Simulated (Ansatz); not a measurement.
Theory: Ansatz 0.2.0, DFT PBE, scalar-relativistic, plane waves, PAW. Settings: cutoff 420 eV, Γ-centred meshes spaced at most about 0.3 Å⁻¹, and about 0.25 Å⁻¹ or finer for metals (2π included), Gaussian smearing. Collinear spin in cells that started with moments and kept them past the coarse steps, no spin elsewhere.

These are static total energies at zero pressure.

Compare these two cells of H₂Os₃, each relaxed at this level.

1. (site moments Os 0.2 μB)

```
CELL_PARAMETERS angstrom
4.26876 0.00000 0.00000
-2.13438 3.69685 0.00000
0.00000 0.00000 3.36044
ATOMIC_POSITIONS crystal
H 0.33333 0.66667 0.50000
H 0.66667 0.33333 0.50000
Os 0.00000 0.00000 0.50000
Os 0.33333 0.66667 0.00000
Os 0.66667 0.33333 0.00000
```

2. (no spin)

```
CELL_PARAMETERS angstrom
3.91700 0.00000 0.00000
-1.95850 3.39222 0.00000
0.00000 0.00000 4.36387
ATOMIC_POSITIONS crystal
H 0.33333 0.66667 0.63113
H 0.66667 0.33333 0.36887
Os 0.00000 0.00000 0.00000
Os 0.33333 0.66667 0.24998
Os 0.66667 0.33333 0.75002
```

Question: Which would you expect to be lower, and how large is the difference?

Answer: Cell 1 is lower, by 126 meV/atom. Cell 1 has space group P6/mmm (No. 191), 10.6 Å³/atom and no gap on its mesh; cell 2 has space group P-3m1 (No. 164), 11.6 Å³/atom and no gap. Counting H atoms around Os (those within 1.25 times the shortest such distance or 1.15 times the sum of covalent radii, 1.27 where that leaves under three; the shortest distance is added where it exceeds 1.18 times the sum of covalent radii; a slash parts the counts of unlike sites), cell 1 has Os 2/6 and cell 2 has Os 1/6 from 2.8 Å. Their magnetic states differ too, which can make part of the margin. The denser one is the lower, and pressure would at first widen the difference. Even the lower one lies +0.85 eV/atom against the reference forms of the elements (uncorrected), so neither is stable at this level. Both come from invented guesses. A third cell relaxed alike, in R3m, lies 0.46 eV/atom below the lower of the two.

These runs have no spin–orbit coupling, which can matter for Os. With hydrogen, zero-point motion can shift such differences by 10 meV/atom or more. The magnetic state reached may not be the lowest. Cells relaxed within their symmetry can be saddle points. Some types were kept out of the candidates beforehand, so the set may lack a known form.
